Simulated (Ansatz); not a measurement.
## Ta-181 nuclear quadrupole resonance in TaSi₂ at a changed volume

Cell: a structure deposited in the COD, relaxed with PBE at fixed cell and then changed (volume scaled by 1.06, ions relaxed).

Space group P6_422 (No. 181); a = 4.8777, c = 6.6989 Å, γ = 120.00°.

| site | Wyckoff | site symmetry | x | y | z |
| --- | --- | --- | --- | --- | --- |
| Ta | 3c | 222 | 0.5000 | 0.0000 | 0.0000 |
| Si | 6i | ..2 | 0.1590 | 0.3179 | 0.0000 |

One atom of each set is listed.

All values are calculated (Ansatz; DFT, PBE, plane waves and PAW, scalar-relativistic, 420 eV cutoff, Γ-centred 11×11×7 k-points, Fermi–Dirac smearing 0.05 eV), not measured.

Ta-181: I = 7/2, Q = 3170 mb (year-2017 value). Static lattice, zero field.

**Question.** At which frequencies do the Ta-181 NQR lines lie?

**Answer.** For I = 7/2 and η = 0 the lines are |C_Q|/14 times 1, 2 and 3; η shifts the lowest up most. At large η the states mix, and weaker lines appear at sums of the main ones; lines under 5 % of the strongest are left out.

```
site  atoms  V_zz (10²¹ V/m²)  C_Q (MHz)     η   line frequencies (MHz)
  Ta      3              6.32        485  0.71  62.9, 72.5, 98.2, 135.4
```

The run finds no gap above 0.1 eV (a metal, or nearly one), so the gradients can move by 10 % or more with the k-mesh. Without spin–orbit coupling the gradients at and beside Ta can be off by some per cent, at some sites by more. With these PAW files V_zz is typically within 2 to 3 % of all-electron values, but misses above 10 % occur on Ta. At this changed cell the PBE pressure is -8 GPa.
